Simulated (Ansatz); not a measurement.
Level of theory: Ansatz, DFT PBE, scalar-relativistic, plane waves, PAW. All cells share a 420 eV cutoff and Γ-centred k meshes spaced at most about 0.3 Å⁻¹ (about 0.25 or finer for metals, 2π included). Spin is collinear in cells that carry moments; the others ran without spin or lost their moments.

All energies are static (0 K, no zero-point motion).

Two relaxed structures of CoSbH4:

1. (no moments) Space group P6/mmm (No. 191), hexagonal, a = 3.058 Å, c = 7.140 Å. Around Co lie 2 H at 1.59 Å and 6 H at 1.77 Å; Sb has 2 H at 1.98 Å; around H on a site of symmetry -6m2 lie 3 H at 1.77 Å and 3 Co at 1.77 Å; H on a site of symmetry 6mm is surrounded by 1 Co at 1.59 Å and 1 Sb at 1.98 Å.

2. (parallel moments up to 0.4 μB) Space group Cmmm (No. 65), orthorhombic, a = 5.261 Å, b = 5.366 Å, c = 6.034 Å. Around Co lie 4 H at 1.60 Å and 4 Sb at 2.63–2.68 Å; around H lie 1 H at 0.87 Å, 1 Co at 1.60 Å and 1 Sb at 2.68 Å; Sb has 4 Co at 2.63–2.68 Å and 4 H at 2.68 Å.

Question: Which is lower in energy, and by how much?

Answer: Cell 2 is lower, by 34 meV/atom. Cell 1 has space group P6/mmm (No. 191), 9.6 Å³/atom and no gap on its mesh; cell 2 has space group Cmmm (No. 65), 14.2 Å³/atom and no gap. Cell 2 holds H–H pairs (shortest 0.87 Å); in cell 1 the shortest H–H distance is 1.77 Å. Their magnetic states differ too, which can make part of the margin. Even the lower one lies +0.29 eV/atom against the reference forms of the elements (uncorrected), so neither is stable at this level. Both come from invented guesses.

Weakly bound directions are ill-defined at this level, which has no dispersion term (Cmmm), and this can change margins and order among such cells. Spin–orbit coupling, which can matter for Sb, is left out. With hydrogen, zero-point motion can shift such differences by 10 meV/atom or more. The magnetic state reached may not be the lowest. Cells relaxed within their symmetry can be saddle points. Some structure types and database cells were kept out of the candidates from the start, so a known form may be missing.
